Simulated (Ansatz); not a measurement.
Crystal: CdSe.

```
Cd Se
1.0
     0.00000    3.07027    3.07027
     3.07027    0.00000    3.07027
     3.07027    3.07027    0.00000
Cd Se
1 1
Direct
  0.00000 0.00000 0.00000
  0.25000 0.25000 0.25000
```

Measurements of this composition are mostly on another form, of space group No. 186.

Base run:

```yaml
Program: Ansatz 0.2.0
Functional: PBEsol
Potentials_or_basis: all-electron LAPW, inner shells corrected to Dirac's equation
Cutoff: 266 eV (chosen from the basis error)
Basis_error_allowed: 0.001 eV/atom
k_mesh: 8 × 8 × 8
Occupations: fermi-dirac, width 0.05 eV
Spin: no spin polarisation
```

Its results: band gap on the k mesh 0.43 eV, direct; pressure -1.4 GPa.

After a change of settings the same cell gave: band gap on the k mesh 1.14 eV, direct; pressure 0.3 GPa. Which change was it?
A. potentials or basis from all-electron LAPW, inner shells corrected to Dirac's equation to all-electron LAPW, scalar-relativistic
B. potentials or basis from all-electron LAPW, inner shells corrected to Dirac's equation to all-electron LAPW, non-relativistic
C. potentials or basis from all-electron LAPW, inner shells corrected to Dirac's equation to all-electron PAW datasets made for the crystal

B.

Caveats: relativity is left out, which matters for the heavier elements (some runs).

The runs don't all hold the same shells in valence.
